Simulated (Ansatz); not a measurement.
MgS: rattling a relaxed structure

The cell was found from a structure generator's guess, not taken from experiment.

Level of theory: DFT PBE, scalar-relativistic, plane waves, PAW in Ansatz. Cutoff 420 eV; k points 6×6×6 on the computed 8-atom cell (Γ-centred); Gaussian smearing, width 0.02 eV; no spin polarisation.

The cell below (8 atoms, space group I4/mcm (No. 140)) is relaxed within its symmetry.

```
CELL_PARAMETERS angstrom
-4.28041 4.28041 2.62631
4.28041 -4.28041 2.62631
4.28041 4.28041 -2.62631
ATOMIC_POSITIONS crystal
Mg 0.14320 0.64320 0.78640
Mg 0.85680 0.35680 0.21360
Mg 0.35680 0.14320 0.50000
Mg 0.64320 0.85680 0.50000
S 0.84867 0.65133 0.50000
S 0.15133 0.34867 0.50000
S 0.65133 0.15133 0.80266
S 0.34867 0.84867 0.19734
```

For the test it was strained at random (σ = 1.5 % a component), the atoms were moved at random (σ = 0.10 Å), and all was relaxed again on a coarse 4×4×4 mesh (in the run’s order of axes) with 0.10 eV smearing, with no symmetry imposed.

Task: What happens?

Result: It returns, within 1 meV/atom of the unmoved cell on that mesh and with the same symmetry when read at 0.1 Å (Ibam at 0.01 Å, so small strains and shifts remain). So it is stable against the distortions that fit this cell and that this random move excites. Modes that don't fit the cell aren't tested.
